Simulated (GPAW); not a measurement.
# ZnS (F-43m) in GPAW: a series of runs, part 2 of 2

GPAW 26.7.0. Earlier steps stand in the parts before.

**3. One-shot levels of the hybrid HSE06, PBE**

File run.py:

```python
import numpy as np
import spglib
from ase import Atoms
from ase.dft.bandgap import bandgap
from ase.io import read, write
from ase.units import GPa
from gpaw import GPAW, PW
from gpaw.hybrids import NonSelfConsistentHybridXCCalculator
from gpaw.hybrids.energy import non_self_consistent_energy

atoms = read('ZnS.cif')
cell, positions, numbers = spglib.find_primitive(
    (atoms.cell[:], atoms.get_scaled_positions(), atoms.numbers), symprec=1e-4)
atoms = Atoms(numbers, cell=cell, scaled_positions=positions, pbc=True)

calc = GPAW(mode=PW(500),
            xc='PBE',
            kpts={'size': (5, 5, 5), 'gamma': True},
            occupations={'name': 'fermi-dirac', 'width': 0.05},
            nbands=20,
            convergence={'density': 1e-05, 'energy': 1e-05, 'bands': 16, 'eigenstates': 1e-07},
            maxiter=150,
            txt='gpaw.txt')
atoms.calc = calc
energy = atoms.get_potential_energy()
forces = atoms.get_forces()
stress = atoms.get_stress()
calc.write('gs.gpw')
write('result.traj', atoms)
print(f'Energy: {energy:.6f} eV')
print('Forces (eV/A):')
print(forces.round(4))
print('Stress (GPa):', (stress / GPa).round(3))
print('Fermi level:', round(calc.get_fermi_level(), 4), 'eV')
print(f'Gap: {bandgap(calc)[0]:.4f} eV, direct: {bandgap(calc, direct=True)[0]:.4f} eV')

for xc in ['HSE06', 'EXX', 'YS-PBE0']:
    e = non_self_consistent_energy(calc, xc).sum()
    print(f'{xc} energy on these orbitals: {e:.6f} eV')
    nsc = NonSelfConsistentHybridXCCalculator.from_dft_calculation(
        calc.dft, xc, log=f'levels-{xc}.txt')
    dft_skn, hyb_skn = nsc.calculate(calc.dft.ibzwfs, 0, 16)
    np.savetxt(f'levels-{xc}.dat', hyb_skn.reshape((-1, hyb_skn.shape[-1])), fmt='%.4f')
```

File ZnS.cif:

```cif
data_ZnS
_cell_length_a 5.40400000
_cell_length_b 5.40400000
_cell_length_c 5.40400000
_cell_angle_alpha 90.00000000
_cell_angle_beta 90.00000000
_cell_angle_gamma 90.00000000
_space_group_name_H-M_alt 'F-43m'
_space_group_name_Hall 'F -4 2 3'
_space_group_IT_number 216
loop_
_space_group_symop_operation_xyz
'x,y,z'
'y,-x,-z'
'-x,-y,z'
'-y,x,-z'
'x,-y,-z'
'y,x,z'
'-x,y,-z'
'-y,-x,z'
'z,x,y'
'-z,y,-x'
'z,-x,-y'
'-z,-y,x'
'-z,x,-y'
'z,y,x'
'-z,-x,y'
'z,-y,-x'
'y,z,x'
'-x,-z,y'
'-y,z,-x'
'x,-z,-y'
'-y,-z,x'
'x,z,y'
'y,-z,-x'
'-x,z,-y'
'x,y+1/2,z+1/2'
'y,-x+1/2,-z+1/2'
'-x,-y+1/2,z+1/2'
'-y,x+1/2,-z+1/2'
'x,-y+1/2,-z+1/2'
'y,x+1/2,z+1/2'
'-x,y+1/2,-z+1/2'
'-y,-x+1/2,z+1/2'
'z,x+1/2,y+1/2'
'-z,y+1/2,-x+1/2'
'z,-x+1/2,-y+1/2'
'-z,-y+1/2,x+1/2'
'-z,x+1/2,-y+1/2'
'z,y+1/2,x+1/2'
'-z,-x+1/2,y+1/2'
'z,-y+1/2,-x+1/2'
'y,z+1/2,x+1/2'
'-x,-z+1/2,y+1/2'
'-y,z+1/2,-x+1/2'
'x,-z+1/2,-y+1/2'
'-y,-z+1/2,x+1/2'
'x,z+1/2,y+1/2'
'y,-z+1/2,-x+1/2'
'-x,z+1/2,-y+1/2'
'x+1/2,y,z+1/2'
'y+1/2,-x,-z+1/2'
'-x+1/2,-y,z+1/2'
'-y+1/2,x,-z+1/2'
'x+1/2,-y,-z+1/2'
'y+1/2,x,z+1/2'
'-x+1/2,y,-z+1/2'
'-y+1/2,-x,z+1/2'
'z+1/2,x,y+1/2'
'-z+1/2,y,-x+1/2'
'z+1/2,-x,-y+1/2'
'-z+1/2,-y,x+1/2'
'-z+1/2,x,-y+1/2'
'z+1/2,y,x+1/2'
'-z+1/2,-x,y+1/2'
'z+1/2,-y,-x+1/2'
'y+1/2,z,x+1/2'
'-x+1/2,-z,y+1/2'
'-y+1/2,z,-x+1/2'
'x+1/2,-z,-y+1/2'
'-y+1/2,-z,x+1/2'
'x+1/2,z,y+1/2'
'y+1/2,-z,-x+1/2'
'-x+1/2,z,-y+1/2'
'x+1/2,y+1/2,z'
'y+1/2,-x+1/2,-z'
'-x+1/2,-y+1/2,z'
'-y+1/2,x+1/2,-z'
'x+1/2,-y+1/2,-z'
'y+1/2,x+1/2,z'
'-x+1/2,y+1/2,-z'
'-y+1/2,-x+1/2,z'
'z+1/2,x+1/2,y'
'-z+1/2,y+1/2,-x'
'z+1/2,-x+1/2,-y'
'-z+1/2,-y+1/2,x'
'-z+1/2,x+1/2,-y'
'z+1/2,y+1/2,x'
'-z+1/2,-x+1/2,y'
'z+1/2,-y+1/2,-x'
'y+1/2,z+1/2,x'
'-x+1/2,-z+1/2,y'
'-y+1/2,z+1/2,-x'
'x+1/2,-z+1/2,-y'
'-y+1/2,-z+1/2,x'
'x+1/2,z+1/2,y'
'y+1/2,-z+1/2,-x'
'-x+1/2,z+1/2,-y'
loop_
_atom_site_label
_atom_site_type_symbol
_atom_site_symmetry_multiplicity
_atom_site_Wyckoff_symbol
_atom_site_fract_x
_atom_site_fract_y
_atom_site_fract_z
_atom_site_occupancy
Zn1 Zn 4 c 0.2500000000 0.2500000000 0.2500000000 1
S1 S 4 a 0.0000000000 0.0000000000 0.0000000000 1
```

Potentials or basis: GPAW PAW data sets (gpaw-data 1.2.1), pw.

On the command line:

```console
OMP_NUM_THREADS=1 python run.py
```

gpaw.txt:

```text
__  _  _
 | _ |_)|_||  |
 |__||  | ||/\| - 26.7.0

Input parameters:
  mode=PW(ecut=500.0),
  convergence={'density': 1e-05, 'energy': 1e-05, 'bands': 16, 'eigenstates': 1e-07},
  kpts=MonkhorstPack(size=(5, 5, 5), gamma=True),
  maxiter=150,
  nbands=20,
  occupations=Occupations(name='fermi-dirac', width=0.05),
  xc=XC(name='PBE')

Diagonalizing LCAO Hamiltonian
Converting LCAO to pw mode

           Zn

       S

Atoms  # Å, Bohr magnetons
|   | symbol |        x |        y |        z |    initial magnetic moments |
|---|--------|----------|----------|----------|-----------------------------|
| 0 |     Zn | 1.351000 | 1.351000 | 1.351000 | ( 0.0000,  0.0000,  0.0000) |
| 1 |      S | 0.000000 | 0.000000 | 0.000000 | ( 0.0000,  0.0000,  0.0000) |

Unit cell  # Å
| periodic |        x |        y |        z |  lengths |    angles |
|----------|----------|----------|----------|----------|-----------|
|      yes | 0.000000 | 2.702000 | 2.702000 | 3.821205 | 60.000000 |
|      yes | 2.702000 | 0.000000 | 2.702000 | 3.821205 | 60.000000 |
|      yes | 2.702000 | 2.702000 | 0.000000 | 3.821205 | 60.000000 |

Number of symmetries: 24
Symmetry operations  # r_c * U_cc + t_c -> r_c
|    | kind |            matrix            |
|----|------|------------------------------|
|  0 |  E   |  1, 0, 0,  0, 1, 0,  0, 0, 1 |
|  1 |  σ   |  1, 0, 0,  0, 0, 1,  0, 1, 0 |
|  2 |  σ   |  1, 0,-1,  0, 1,-1,  0, 0,-1 |
|  3 |  C3  |  1, 0,-1,  0, 0,-1,  0, 1,-1 |
|  4 |  C3  |  1,-1, 0,  0,-1, 1,  0,-1, 0 |
|  5 |  σ   |  1,-1, 0,  0,-1, 0,  0,-1, 1 |
|  6 |  σ   |  0, 1, 0,  1, 0, 0,  0, 0, 1 |
|  7 |  C3  |  0, 1, 0,  0, 0, 1,  1, 0, 0 |
|  8 |  C2  |  0, 1,-1,  1, 0,-1,  0, 0,-1 |
|  9 |  S4  |  0, 1,-1,  0, 0,-1,  1, 0,-1 |
| 10 |  C3  |  0, 0, 1,  1, 0, 0,  0, 1, 0 |
| 11 |  σ   |  0, 0, 1,  0, 1, 0,  1, 0, 0 |
| 12 |  S4  |  0, 0,-1,  1, 0,-1,  0, 1,-1 |
| 13 |  C3  |  0, 0,-1,  0, 1,-1,  1, 0,-1 |
| 14 |  S4  |  0,-1, 1,  1,-1, 0,  0,-1, 0 |
| 15 |  C2  |  0,-1, 1,  0,-1, 0,  1,-1, 0 |
| 16 |  C3  |  0,-1, 0,  1,-1, 0,  0,-1, 1 |
| 17 |  S4  |  0,-1, 0,  0,-1, 1,  1,-1, 0 |
| 18 |  S4  | -1, 1, 0, -1, 0, 1, -1, 0, 0 |
| 19 |  C3  | -1, 1, 0, -1, 0, 0, -1, 0, 1 |
| 20 |  C3  | -1, 0, 1, -1, 1, 0, -1, 0, 0 |
| 21 |  S4  | -1, 0, 1, -1, 0, 0, -1, 1, 0 |
| 22 |  σ   | -1, 0, 0, -1, 1, 0, -1, 0, 1 |
| 23 |  C2  | -1, 0, 0, -1, 0, 1, -1, 1, 0 |

BZ-sampling:
  Number of BZ points: 125
  Number of IBZ points: 10

  Monkhorst-Pack size: [5, 5, 5]
  Monkhorst-Pack shift: [0, 0, 0]

K-points  # in reciprocal-cell coordinates
|   |                                coordinates |     weight |
|---|--------------------------------------------|------------|
| 0 | (  0.00000000,   0.00000000,   0.00000000) | 0.00800000 |
| 1 | (  0.20000000,   0.20000000,   0.00000000) | 0.04800000 |
| 2 | (  0.20000000,   0.20000000,   0.20000000) | 0.06400000 |
| 3 | (  0.40000000,   0.20000000,  -0.20000000) | 0.19200000 |
| 4 | (  0.40000000,   0.20000000,   0.20000000) | 0.09600000 |
| 5 | (  0.40000000,   0.40000000,  -0.40000000) | 0.19200000 |
| 6 | (  0.40000000,   0.40000000,  -0.20000000) | 0.09600000 |
| 7 | (  0.40000000,   0.40000000,   0.00000000) | 0.04800000 |
| 8 | (  0.40000000,   0.40000000,   0.20000000) | 0.19200000 |
| 9 | (  0.40000000,   0.40000000,   0.40000000) | 0.06400000 |

Plane wave coefficients: 1006
Cutoff: 500.0 eV

Spin-components: 1 (collinear spins)
Bands:           20
Projectors:      11
Spin-degeneracy: 2
Datatype:        complex128

Parallelization:
  kpt:    1
  domain: 1
  band:   1

Density:
  Valence electrons: 18.0
  Components: 1
  Grid points: [20 20 20]
  Charge: 0.0  # |e|

Potential:
  Grid points: [20 20 20]

species:
  Zn:
    name:    Zinc
    Z:       30.0
    valence: 12
    core:    18
    charge:  0.0  # [|e|]
    compensation charges:
      type: gauss
      rc: 0.37  # [Å]
      lmax: 2
    cutoffs:
      filter: 2.14  # [Å]
      core: 2.28  # [Å]
    projectors
    | kind |    occ | energy [eV] | rcut [Å] |
    |------|--------|-------------|----------|
    |   4s |  2.000 |      -5.977 |    1.286 |
    |   4p |  0.000 |      -1.117 |    1.270 |
    |   3d | 10.000 |     -10.142 |    1.180 |
    |    s |        |      21.234 |    1.286 |
    |    p |        |      26.095 |    1.270 |
    |    d |        |      17.070 |    1.180 |

    Using partial waves for Zn as LCAO basis

  S:
    name:    Sulfur
    Z:       16.0
    valence: 6
    core:    10
    charge:  0.0  # [|e|]
    compensation charges:
      type: gauss
      rc: 0.24  # [Å]
      lmax: 2
    cutoffs:
      filter: 1.77  # [Å]
      core: 1.66  # [Å]
    projectors
    | kind |    occ | energy [eV] | rcut [Å] |
    |------|--------|-------------|----------|
    |   3s |  2.000 |     -17.254 |    0.974 |
    |   3p |  4.000 |      -7.008 |    0.979 |
    |    s |        |       9.957 |    0.974 |
    |    p |        |      20.203 |    0.979 |
    |    d |        |       0.000 |    0.900 |

    Using partial waves for S as LCAO basis

Reference energy: -59718.946550  # eV

eigensolver:
  PPCG
  Converge bands: 16
  niter=2

density mixing:
  MSR1-Mixer
  Pratt-step length: 0.05
  Maximum mixing coefficient: 0.75
  Old densities: 10
  SVD Regularization: 0.005
  Good broyden scale: 1.0
  Trust region scale: 1.0
  Backstep threshold: 4.0
  History deletion threshold: 6.0
  Fourier metric: weight=20.0, sigma=0.015

occupation numbers:
  Fermi-Dirac:
    width: 0.0500  # eV

poisson solver:
  ecut: 4000.0  # eV

xc functional:
  name: PBE with 2 nearest neighbor stencil

convergence criteria:
- Maximum integral of absolute [dens]ity change: 1e-05 electrons / valence electron
- Maximum [total energy] change in last 3 cyles: 1e-05 eV / valence electron
- Maximum integral of absolute [eigenst]ate change: 1e-07 eV^2 / valence electron
maximum number of iterations: 150

SCF iterations
|iter     | |      energy | eigst |  dens |
|---------|-|-------------|-------|-------|
|iter:   1| |   -7.279234 | +2.12 |       |
|iter:   2| |   -7.190835 | -0.16 | -1.18 |
|iter:   3| |   -6.902873 | -1.04 | -1.23 |
|iter:   4| |   -6.903202 | -2.60 | -1.79 |
|iter:   5| |   -6.904615 | -3.57 | -2.23 |
|iter:   6| |   -6.904555 | -4.32 | -3.00 |
|iter:   7| |   -6.904578c| -5.08 | -3.53 |
|iter:   8| |   -6.904584c| -5.54 | -3.87 |
|iter:   9| |   -6.904585c| -7.07c| -4.91 |
|iter:  10| |   -6.904585c| -7.37c| -5.38c|

Converged in 10 steps
Energy contributions relative to reference atoms: (reference = -59718.946550)

Energy contributions:
  Kinetic:          11.138962
  Coulomb:          -9.394685
  Zero:              0.028351
  External:          0.000000
  Xc:               -8.677212
  Entropy:          -0.000000
  Spinorbit:         0.000000
  ----------------------------
  Free energy:      -6.904585
  Extrapolated:     -6.904585

dipole moment: (-20.029551, -20.029551, -20.029551)  # |e|*Ang

Fermi level: 4.747
Eigenvalues  # (at kpt = [0.000, 0.000, 0.000])
| band index |      eig [eV] | occ [0-2] |
|------------|---------------|-----------|
|          0 |        -9.378 |     2.000 |
|          1 |        -2.561 |     2.000 |
|          2 |        -2.561 |     2.000 |
|          3 |        -2.561 |     2.000 |
|          4 |        -2.067 |     2.000 |
|          5 |        -2.067 |     2.000 |
[... 9 lines left out ...]
|         15 |        15.646 |     0.000 |
|         16 |        18.296 |     0.000 |
|        ... |               |           |
|         19 |        21.395 |     0.000 |

Gap: 2.103 eV
Transition (v -> c):
  (s=0, k=0, n=8, [0.00, 0.00, 0.00]) -> (s=0, k=0, n=9, [0.00, 0.00, 0.00])
No difference between direct/indirect transitions

Forces  # eV/Ang
|        x |        y |        z |
|----------|----------|----------|
| -0.00000 |  0.00000 | -0.00000 |  # Zn   0
|  0.00000 | -0.00000 |  0.00000 |  # S    1

Stress tensor  # eV/Ang^3
|         x |         y |         z |
|-----------|-----------|-----------|
| -0.009688 | -0.000000 |  0.000000 |
| -0.000000 | -0.009688 |  0.000000 |
|  0.000000 |  0.000000 | -0.009688 |

# Writing to gs.gpw (mode='')
```

Wall time 3.4 min (1 thread of Arm Neoverse V2, shared host); peak memory 0.45 GiB.

Results:

```
Free energy                            : -6.9046 eV
Pressure                               : 1.6 GPa
Band gap on the k mesh                 : 2.10 eV, direct
Band gap of the one-shot hybrid        : 3.27 eV
Direct band gap of the one-shot hybrid : 3.27 eV
```

Levels at points of the mesh, in eV from the valence-band top:
```csv
k point,band 6,band 7,band 8,band 9,band 10,band 11,band 12,band 13
"(0.00, 0.00, 0.00)",-5.83,0.00,0.00,0.00,2.10,6.37,6.37,6.37
```

Band gaps from one-shot exact exchange on these states (eV): hse06 3.27, hf 9.83, ys_pbe0 4.03

Caveat: the k mesh is coarse; the cutoff is short for stress and forces, so pressures can be off by a GPa or more; energy and the plain gap are those of the semilocal run; the hybrids' values are one shot on its orbitals and mesh.

**4. How close it comes**

Step 2. Measured gap of ZnS: 3.85 eV (direct; 19 K; quoted in “Electronic, vibrational, and thermodynamic properties of ZnS (zincblende and rocksalt structure)”, 2009, arxiv:0911.5022). This calculation gives 2.09 eV (-1.76 eV). The value is that of vdW-DF2, without temperature or zero-point motion.

Step 3. Against the measured gap of ZnS, 3.85 eV (direct; 19 K; quoted in “Electronic, vibrational, and thermodynamic properties of ZnS (zincblende and rocksalt structure)”, 2009, arxiv:0911.5022), the calculated 2.10 eV is off by -1.75 eV. The value is that of PBE, without temperature or zero-point motion. Semilocal functionals fall short of measured gaps as a rule.
